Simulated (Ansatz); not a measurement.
The system is EuS.

```
Eu S
1.0
     0.00000    2.97850    2.97850
     2.97850    0.00000    2.97850
     2.97850    2.97850    0.00000
Eu S
1 1
Direct
  0.00000 0.00000 0.00000
  0.50000 0.50000 0.50000
```

Base run:

| Quantity | Value |
| --- | --- |
| Program | Ansatz 0.2.0 |
| Functional | PBEsol |
| Potentials or basis | all-electron LAPW, scalar-relativistic |
| Cutoff | 207 eV (chosen from the basis error) |
| Basis error allowed | 0.001 eV/atom |
| k mesh | 8 × 8 × 8 |
| Occupations | fermi-dirac, width 0.05 eV |
| Spin | collinear spin, ferromagnetic start |
| Starting moments | [7.0, 0.0] μB |

Its results: pressure -5.4 GPa; net moment 6.98 μB per cell; site moments Eu +6.91; S -0.07 μB.

Q: After a change of settings the same cell gave: pressure 0.6 GPa; net moment 7.00 μB per cell; site moments Eu +7.00; S -0.05 μB. Which change was it?
A. potentials or basis from all-electron LAPW, scalar-relativistic to all-electron PAW datasets made for the crystal
B. potentials or basis from all-electron LAPW, scalar-relativistic to all-electron LAPW, non-relativistic
C. k mesh from 8 × 8 × 8 to 6 × 6 × 6
D. hubbard terms from none to Eu f U = 2 eV

A: B.

Caveats: an open f shell can end in a state above the lowest; a cell with one magnetic atom can't hold antiferromagnetic order, which such compounds often take; relativity is left out, which matters for the heavier elements (some runs).

The runs don't all hold the same shells in valence.

Runs at the PBE level aren't shown here.
